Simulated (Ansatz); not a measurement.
**From formation energies to a reaction energy: AlAs3**

All numbers below come from DFT PBE, scalar-relativistic, plane waves, PAW in Ansatz. Settings: cutoff 420 eV, Γ-centred meshes spaced at most about 0.3 Å⁻¹, and about 0.25 Å⁻¹ or finer for metals (2π included), Gaussian smearing. No spin polarisation.

Energies over the elements count from the elements' standard structures at the same level, with no fitted energy shifts.

These are static total energies at zero pressure. The reference form of As is held partly by dispersion forces, which this level lacks.

A trial structure of AlAs3 (reached from: PI3 type (P6_3), changed on relaxing; relaxed: space group P6_322 (No. 182), a = 5.276 Å, c = 7.276 Å) has a formation energy of 0.160 eV/atom. It holds As–As units of three or more atoms (shortest 2.51 Å). At its composition the lowest mixture among the elements and 1 reference phase computed alike (others may be missing) consists of these:

```tsv
phase	source	ΔE_f (eV/atom)
As (solid)	element	-0.001
AlAs (F-43m)	COD	-0.487
```

The lowest database cell of As (-0.001) lies slightly below the reference, hence the non-zero entry.

Q: Write the balanced decomposition and find its energy per atom, per formula unit and per mole of formula units.

A: Balancing Al and As gives AlAs3 → 2 As + AlAs. The left side holds 4 atoms, and the products take 2/4 (As) and 2/4 (AlAs) of them. The mixture therefore lies at 2/4 × (-0.001) + 2/4 × (-0.487) = -0.244 eV/atom. The reaction energy is -0.244 − (0.160) = -0.404 eV/atom. Times 4 atoms that is -1.616 eV per AlAs3, and times 96.485 it is -156 kJ per mole of AlAs3. Decomposition is downhill, so the trial structure is unstable against this mixture.
